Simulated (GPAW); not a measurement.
Crystal: HfO2.

```
Hf O
1.0
     0.00000    2.55750    2.55750
     2.55750    0.00000    2.55750
     2.55750    2.55750    0.00000
Hf O
1 2
Cartesian
  0.0000 0.0000 0.0000
  3.8363 3.8363 3.8363
  1.2788 1.2788 1.2788
```

Measurements of this composition are mostly on another form, of space group No. 14.

Base run:

| Item | Value |
| --- | --- |
| Program | GPAW 26.7.0 |
| Functional | PBE |
| Potentials or basis | GPAW PAW data sets (gpaw-data 1.2.1) |
| Cutoff | 800 eV |
| Basis | pw |
| k mesh | 9 × 9 × 9 |
| Occupations | fermi-dirac, width 0.05 eV |
| Spin | no spin polarisation |

Its results: band gap on the k mesh 3.84 eV, indirect (least direct gap 3.95 eV); pressure -2.8 GPa.

**Question.** The run is repeated on the same cell with these changes: functional from PBE to r2SCAN. What comes out?

**Answer.** Band gap on the k mesh 4.32 eV, indirect (least direct gap 4.43 eV); pressure -8.5 GPa.

r2SCAN gives the wider gap, since meta-GGAs in the generalised Kohn-Sham scheme recover part of the derivative discontinuity.

Caveats: spin-orbit coupling is left out, which moves the levels of the heavy elements; the mesh misses the band edges, which the band path finds closer together; the PAW data sets were made with another functional, which shifts forces and pressure a little (some runs).
